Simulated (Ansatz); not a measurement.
Rock-salt LiI, treated with r²SCANh (Ansatz, a quantum-chemistry and plane-wave program, PAW).

Numerical settings: plane-wave cutoff 520 eV, 8×8×8 k mesh, Fermi–Dirac smearing 0.01 eV, scalar-relativistic PAW data made under PBE.

Computed points:

```csv
V (Å³/atom),E − E_lowest (meV/atom)
25.831,4.37
26.438,1.16
27.039,0.00
27.793,1.05
28.471,4.06
```

Task: Estimate the bulk modulus and its pressure derivative from these points.

Result: V0 = 27.116 Å³/atom, B0 = 21.1 GPa, B′ = 4.5 (fit to the energies at full precision).

Measured, for comparison: bulk modulus 24 GPa (0 K, extrapolated to 0 K; as tabulated in Doll and Stoll (1998), arXiv:cond-mat/9801031). Computed (rounded) less measured: bulk modulus -12 %.

Spin–orbit coupling is not included.

Static lattice: no zero-point or thermal effects.
